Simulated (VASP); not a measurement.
Ir:

```
CELL_PARAMETERS angstrom
2.75138 0.00000 0.00000
-1.37569 2.38276 0.00000
0.00000 0.00000 4.46229
ATOMIC_POSITIONS crystal
Ir 0.33333 0.66667 0.25000
Ir 0.66667 0.33333 0.75000
```

This isn't the form of Ir at room conditions, which is fcc.

Base run:

```yaml
Program: VASP 6.6.1
Functional: PW91
Potentials_or_basis: VASP PAW PBE potentials, release 64 (Ir)
Cutoff: 520 eV
k_mesh: 11 × 11 × 6
Occupations: fermi-dirac, width 0.05 eV
Spin: no spin polarisation
```

Its results: pressure 2.5 GPa.

The run is repeated on the same cell with these changes: functional from PW91 to AM05. What comes out?

Pressure -14.3 GPa.

AM05 binds more tightly than PW91, so the same cell stands under less pressure.

Caveats: the PAW data sets were made with another functional, which shifts forces and pressure a little.
